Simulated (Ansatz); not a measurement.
# TiAl (Pm-3m) in Ansatz: reference runs

Aim: a first look at TiAl with PBEsol, on the cell as given and on a disturbed one.

Program: Ansatz 0.2.0. These are calculated values, not measurements. Logs are shortened: lines on timing, memory, paths and dates and some standing lists are left out, and cuts for length are marked.

## 1. The structure

The structure is cubic, space group Pm-3m (No. 221). The conventional cell has a = 3.179 Å, b = 3.179 Å, c = 3.179 Å, α = 90.00°, β = 90.00°, γ = 90.00°. Ti (site symmetry m-3m) has 8 Al at 2.75 Å as nearest neighbours. Around Al (site symmetry m-3m) lie 8 Ti at 2.75 Å.

The cell comes from a database or a generator and needn't be the stable form of this composition.

## 2. Single point, PBEsol

File input.yaml:

```yaml
crystal:
  lattice:
    - [3.179064, 0.0, 0.0]
    - [0.0, 3.179064, 0.0]
    - [0.0, 0.0, 3.179064]
  atoms:
    - { symbol: Ti, position: [0.0, 0.0, 0.0] }
    - { symbol: Al, position: [0.5, 0.5, 0.5] }
hamiltonian:
  xc: pbesol
  pseudopotentials: { kind: paw }
kpoints:
  mp_grid: { grid: [8, 8, 8] }
scf:
  occupations: { method: fermi_dirac, width: 0.05 }
output:
  forces: true
  stress: true
  eigenvalues: true
  write_density: true
  write_potential: true
  elf: true
  volumetric_format: npy
```

Potentials or basis: Ansatz PAW.

Command:

```console
ansatz run input.yaml --threads 2 --pin off --max-ram 5632MiB --backend cpu --events-out ev --progress --plain --runs-dir out
```

Log:

```text
Warning: RAYON_NUM_THREADS=2 ignored (pool sized by the plan → 2); use --threads N
Engine: ansatz 0.2.0, x86_64-unknown-linux-gnu
Pseudopotentials: kind: paw
Pseudopotential: Ti, paw, valence charge 12, recommended cutoff 420 eV (normal), Ti.paw.azcp
Pseudopotential: Al, paw, valence charge 3, recommended cutoff 420 eV (normal), Al.paw.azcp
Functional definition: PBEsol
  exchange = pbesol_x
  correlation = pbesol_c
Crystal: 2 atoms, lattice volume = 32.129 Å³
Basis set: ecut = 420 eV, 619 PW (Γ), exchange–correlation on 48×48×48 points (8 copies of the dense FFT grid, shifted against one another)
Bands: 12, of which v1, the nominal top of the filled ones, is band 8 counted from 1 (7 counted from 0)
Symmetry: 48 space group operations
Space group: Pm-3m (ITA 221), of the structure as read, at distance tolerance 3.2e-5 Å
k-points: 35 of 512
Non-local potential: Ti, projectors of the file, l = 0: 3, l = 1: 2, l = 2: 3, l = 3: 1
Non-local potential: Al, projectors of the file, l = 0: 2, l = 1: 2, l = 2: 1
PAW form: soft (Blöchl's): semilocal exchange-correlation on the pseudo side does not see the compensation charge
PAW frozen core: Ti, regenerated for the run's functional, and the local potential with it (the file was generated under x = pbe(κ = 0.804, μ = 0.2195149727645171), c = pbe(β = 0.06672455060314922))
PAW frozen core: Al, regenerated for the run's functional, and the local potential with it (the file was generated under x = pbe(κ = 0.804, μ = 0.2195149727645171), c = pbe(β = 0.06672455060314922))
PAW one-centre angular grid: Ti, 590 points (default); XC on 64 Gauss nodes
PAW one-centre angular grid: Al, 110 points (default); XC on 64 Gauss nodes
Initial density: superposition of atomic densities (neutral atoms: chi_scale 0, normalization atom), corrected by the library's trained network
Initial wavefunctions: pseudopotential atomic-orbital guess
Functional: x = pbesol(κ = 0.804, μ = 0.12345679012345678), c = pbesol(β = 0.046)
SCF iter   1: F=—  HF=-2998.988910 eV  |F-HF|=—  |Δ(HF+E_count)|=         —  Δρ=4.97e-3  dr2=1.18e-2  ethr=1.77e-3  ⟨swp⟩=5.0  Hψ=2147  notcnv=0
preconditioner: auto → none  [metal: Δε(μ)=0.040 eV  Ē_g=5.305 eV  σ=0.050 eV  W_gap=0.19  n_scr=6 (ndim 8)  ℏωp=17.3 eV  f_vac=0.000  D(μ)=2.95/eV (n_scr^D=32)  sad-step TF]
SCF iter   2: F=—  HF=-2998.987252 eV  |F-HF|=—  |Δ(HF+E_count)|=   1.66e-3  Δρ=3.52e-3  dr2=7.18e-3  ethr=7.88e-5  ⟨swp⟩=1.0  Hψ=700  notcnv=0
SCF iter   3: F=—  HF=-2998.985338 eV  |F-HF|=—  |Δ(HF+E_count)|=   1.91e-3  Δρ=5.23e-4  dr2=3.84e-5  ethr=4.79e-5  ⟨swp⟩=2.1  Hψ=636  notcnv=0
SCF iter   4: F=—  HF=-2998.985338 eV  |F-HF|=—  |Δ(HF+E_count)|=   2.62e-7  Δρ=9.82e-5  dr2=1.83e-6  ethr=2.56e-7  ⟨swp⟩=2.9  Hψ=710  notcnv=0
iter 5 did not close the SCF: its close was put off for the readings that it lacked (scf_convergence_deferred on its scf_iter line)
SCF iter   5: F=-2998.985338 eV  HF=-2998.985338 eV  |F-HF|=1.34e-8  |Δ(HF+E_count)|=   4.75e-7  Δρ=9.32e-6  dr2=2.40e-8  ethr=1.22e-8  ⟨swp⟩=2.8  Hψ=661  notcnv=0
SCF iter   6: F=-2998.985338 eV  HF=-2998.985338 eV  |F-HF|=9.09e-13  |Δ(HF+E_count)|=  3.23e-10  Δρ=5.69e-7  dr2=5.33e-11  ethr=1.60e-10  ⟨swp⟩=4.4  Hψ=1862  notcnv=0
SCF 1 converged in 6 iterations: F = -2998.985338 eV  dr2 = 5.33e-11
SCF converged after 6 iterations
Free energy (F): -2998.985338 eV
Harris-Foulkes:  -2998.985338 eV  (|F-HF|=9.09e-13)
Internal energy: -2998.961974 eV  (E = F + TS)
E sigma→0 (E₀):  -2998.973656 eV
Entropy (-TS):   -0.023364 eV (-11.682 meV/atom)
Fermi energy:    11.346846 eV
--- Per-component energies (eV) ---
  E_band       = -162.648578
  E_kinetic    = 296.363578
  E_local      = -1022.070182  (includes V_loc(G=0)·N_el)
  E_nonlocal   = 20.620268
  E_hartree    = 434.286083
  E_xc         = -136.582217
  E_vxc        = -151.277891  (∫ρ·V_xc dr)
  E_paw        = -1477.824328  (= ΣΔE_a)
  E_vpaw       = -174.856416  (= ΣTr[D̂ρ^β])
  E_aug_tail   = 0.000122  (compensation charges beyond the density's cutoff)
  E_ewald      = -1113.913820
  E_core_change = 0.158523  (= ΣΔE_core)
  E_smearing   = -0.023364  (= −TS)
  E_closure    = 0.000000  (closes the sum)
  Σ components = -2998.985338   (vs F -2998.985338, Δ=0.00e0)
--- Forces (eV/Å), atoms counted from 1 ---
  atom   1  Ti    -0.00000000     0.00000000     0.00000000
  atom   2  Al     0.00000000    -0.00000000    -0.00000000
  max |Σ_I F_I| component: 4.93e-31 eV/Å
--- Stress (GPa, compression-positive) ---
       -2.386247       0.000000       0.000000
        0.000000      -2.386247       0.000000
        0.000000      -0.000000      -2.386247
  P = ⅓ Tr σ = -2.3862 GPa (-23.862 kbar)
--- Band table (eV; the first three rows and the last of 35) ---
  k-point 0: bands = ["-45.2878", "-21.5986", "-21.5986", "-21.5986", "2.0921", "9.9136", "9.9136", "13.1447", "13.1447", "13.1447", "15.7595", "15.7595"]
  k-point 1: bands = ["-45.2856", "-21.6244", "-21.5963", "-21.5963", "2.3408", "9.7630", "10.0239", "12.7621", "12.7621", "13.1740", "14.9126", "16.3249"]
  k-point 2: bands = ["-45.2802", "-21.6863", "-21.5909", "-21.5909", "3.0655", "8.9819", "10.3140", "12.1232", "12.1232", "13.2461", "14.1123", "17.5350"]
  k-point 34: bands = ["-45.2436", "-21.7267", "-21.7267", "-21.7267", "8.2554", "8.2554", "8.2554", "11.9967", "14.1770", "14.1770", "14.2515", "14.2515"]
```

Run time: 0.71 s. Hardware: 2 threads of Intel Xeon Platinum 8375C at 2.90GHz (Ice Lake), shared host; peak memory 0.36 GiB.

Results:

* Free energy: -2998.9853 eV
* Pressure: -2.4 GPa
* Band gap on the k mesh: none (metal or under the smearing width)

Caveat: the PAW data sets come from PBE, with cores solved anew for the run's functional, which leaves a small shift of forces and pressure.

## 3. Single point, PBEsol (atoms moved at random, drawn with an rms of 0.05 Å)

File input.yaml:

```yaml
crystal:
  lattice:
    - [3.179064, 0.0, 0.0]
    - [0.0, 3.179064, 0.0]
    - [0.0, 0.0, 3.179064]
  atoms:
    - { symbol: Ti, position: [-0.001144, 0.00758, 0.001704] }
    - { symbol: Al, position: [0.509305, 0.50647, 0.500621] }
hamiltonian:
  xc: pbesol
  pseudopotentials: { kind: paw }
kpoints:
  mp_grid: { grid: [8, 8, 8] }
scf:
  occupations: { method: fermi_dirac, width: 0.05 }
output:
  forces: true
  stress: true
  eigenvalues: true
```

Potentials or basis: Ansatz PAW.

Command:

```console
ansatz run input.yaml --threads 2 --pin off --max-ram 5632MiB --backend cpu --events-out ev --progress --plain --runs-dir out
```

It took 2.2 s on 2 threads of Intel Xeon Platinum 8375C at 2.90GHz (Ice Lake), shared host; peak memory 0.42 GiB.

Results (log left out):

```
Free energy            : -2998.9819 eV
Pressure               : -2.3 GPa
Largest force          : 0.208 eV/Å
Band gap on the k mesh : none (metal or under the smearing width)
```

Forces in eV/Å, atoms in the order of the input:
```
Ti   0.205 -0.022 -0.022
Al  -0.205  0.022  0.022
```

Levels at points of the mesh, in eV from the Fermi level:
| k point | band 4 | band 5 | band 6 | band 7 | band 8 | band 9 | band 10 | band 11 |
| --- | --- | --- | --- | --- | --- | --- | --- | --- |
| (0.00, 0.00, 0.00) | -32.94 | -9.25 | -1.43 | -1.43 | 1.80 | 1.80 | 1.80 | 4.41 |
| (0.00, 0.00, -0.50) | -32.93 | -6.01 | -5.18 | -0.54 | 0.14 | 0.14 | 2.00 | 3.02 |
| (0.00, -0.50, -0.50) | -32.91 | -5.01 | -2.08 | -2.08 | -1.47 | 0.70 | 0.70 | 2.77 |
| (-0.50, 0.00, 0.00) | -32.93 | -6.01 | -5.18 | -0.54 | 0.14 | 0.14 | 2.00 | 3.02 |
| (-0.50, 0.00, -0.50) | -32.91 | -5.00 | -2.09 | -2.08 | -1.47 | 0.70 | 0.70 | 2.77 |
| (-0.50, -0.50, -0.50) | -33.07 | -3.09 | -3.09 | -3.09 | 0.65 | 2.83 | 2.83 | 2.90 |

Caveat: the PAW data sets come from PBE, with cores solved anew for the run's functional, which leaves a small shift of forces and pressure.
